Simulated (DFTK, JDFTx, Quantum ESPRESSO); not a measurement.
## PBEsol bulk modulus of 10 crystals in 3 set-ups

The same calculation (PBEsol, Γ-centred k mesh with a spacing near 0.25 Å⁻¹, Fermi-Dirac smearing of 0.05 eV, no spin-orbit coupling) was run on each cell with:

- A: JDFTx, PseudoDojo-SR-PBEsol-0.4.1-standard with smoothed tails, cutoffs 544 to 1306 eV
- B: DFTK, dojo.nc.sr.pbesol.v0_4_1.standard.upf (PBEsol), cutoffs 707 to 1306 eV
- C: Quantum ESPRESSO, GBRV 1.5 PBEsol, cutoffs 612 to 762 eV

Moduli come from Birch-Murnaghan fits over scaled cells with fixed shape and fractions, which off cubic symmetry can lie above the relaxed values. Not every cell is the stable form of its formula. Spin polarisation and spin-orbit coupling are off unless named. Started with parallel moments: CoAl.

| crystal | A (GPa) | B (GPa) | C (GPa) |
| --- | --- | --- | --- |
| KF (Fm-3m) | 33.26 | 33.26 | 33.08 |
| Pb (Fm-3m) | 49.23 | 49.25 | 49.22 |
| Al (Fm-3m) | 84.08 | 84.04 | 83.28 |
| MgB2 (P6/mmm, 3 atoms) | 155.31 | 155.37 | 155.20 |
| CoAl (Pm-3m) | 193.39 | 193.25 | 194.29 |
| KTaO3 (Pm-3m) | 202.94 | 202.93 | 203.73 |
| HfC (Fm-3m) | 251.16 | 251.18 | 252.46 |
| TiC (Fm-3m) | 267.84 | 267.87 | 267.52 |
| WC (Fm-3m) | 389.37 | 389.36 | 390.86 |
| C (Fd-3m) | 449.00 | 449.00 | 448.55 |

**Question.** Which set-up lies closest to the median of the set-ups for each crystal, and which farthest?

**Answer.** Closest is A (JDFTx, PseudoDojo-SR-PBEsol-0.4.1-standard with smoothed tails), farthest C (Quantum ESPRESSO, GBRV 1.5 PBEsol); A is the nearer of the two in 10 of 10 crystals. Against the median of the set-ups for each crystal, the mean absolute deviation is A 0.01, B 0.02, C 0.35 %. The largest single deviation is -0.90 %, for Al in C. The figures use the values as printed. A median is no reference: set-ups on one family of potentials pull it their way. Meshes of this size aren't converged for metals, which the comparison doesn't need. The functional is the same throughout, so these differences measure potentials, basis sets and numerical settings.
